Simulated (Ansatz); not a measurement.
AlGa3N4: excitons and shallow donors from band masses and screening

Computed with Ansatz 0.2.0, DFT r2SCAN, scalar-relativistic, plane waves, PAW.

Settings: cutoff 500 eV, Γ-centred mesh 6×6×6 on the computed 8-atom cell, Gaussian smearing of 0.02 eV; no spin polarisation.

Relaxed cell: P-43m, a = 4.465 Å, b = 4.465 Å, c = 4.465 Å, α = 90.00°, β = 90.00°, γ = 90.00°, 8 atoms in the primitive cell. Whether it is the stable form of this composition wasn't checked.

The calculation gives a Kohn–Sham gap of 2.82 eV, an electron mass of 0.22 mₑ and a hole mass of 0.484 mₑ (harmonic means over x, y, z and over the bands degenerate at each edge), and ε∞ = 5.09 (independent particles, mean of the diagonal).

Problem. Estimate the binding energy and radius of a Wannier–Mott exciton and of a shallow donor, and say whether the hydrogenic model can hold.

Solution. The reduced mass is μ = mₙmₕ/(mₙ + mₕ) = 0.151 mₑ, with mₙ and mₕ the band masses. With E_b = 13.606 eV × μ/ε² and a = 0.529 Å × ε/μ (μ in mₑ) the exciton has E_b = 80 meV and a = 17.8 Å. For a donor μ is the electron mass: 116 meV and 12.2 Å. The exciton's radius is 4 times the shortest lattice vector (4.47 Å), so the continuum picture is reasonable. In a polar crystal the ions screen too, so a state bound more weakly than an optical phonon feels the larger static constant, which lowers the energy and widens the orbit. The other way, the small Kohn–Sham gap and the missing local fields make ε∞ too large and the masses tend to be too light, which underbinds.